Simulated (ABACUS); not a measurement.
**CdSe under changes of volume**

One of the cells (28.942 Å³/atom); the others are scaled copies at fixed shape and fractional positions:

```
Cd Se
1.0
     0.00000    3.07027    3.07027
     3.07027    0.00000    3.07027
     3.07027    3.07027    0.00000
Cd Se
1 1
Direct
  0.00000 0.00000 0.00000
  0.25000 0.25000 0.25000
```

Measurements of this composition are mostly on another form, of space group No. 186.

* Program: ABACUS 3.10.1
* Functional: PBEsol
* Potentials or basis: PseudoDojo NC SR 0.4.1 PBEsol standard
* Cutoff: 1401 eV
* Density cutoff: 5606 eV
* Basis: plane waves
* k mesh: 8 × 8 × 8
* Occupations: fermi-dirac, width 0.05 eV
* Spin: no spin polarisation

```tsv
volume (Å³/atom)	energy over the lowest point (meV/atom)	pressure (GPa)	gap on the mesh (eV)
27.206	5.15	1.9	0.55
27.784	?	?	?
28.363	0.00	-0.4	0.46
28.942	3.22	-1.4	0.43
29.521	9.74	-2.3	0.39
30.100	19.19	-3.0	0.35
30.679	31.25	-3.7	0.31
```

Q: What does the run at 27.784 Å³/atom give?

A: Energy over the lowest point 0.49 meV/atom; pressure 0.7 GPa; gap on the mesh 0.50 eV.

Worked out: A Birch-Murnaghan fit of order 3 (a polynomial in V^(-2/3)) to the other rows has its minimum at 28.14 Å³/atom with B0 = V·E''(V) = 52 GPa and B' = 4.7. It gives 0.49 meV/atom at 27.784 Å³/atom, against the run's 0.49, and -dE/dV = 0.7 GPa, against 0.7. A straight line through the other rows of the gap, of slope -1.97 eV per unit of ln V (its deformation potential), gives 0.51 eV, against the run's 0.50.

Energies are extrapolated to zero smearing.

Spin-orbit coupling on Cd, Se is left out.
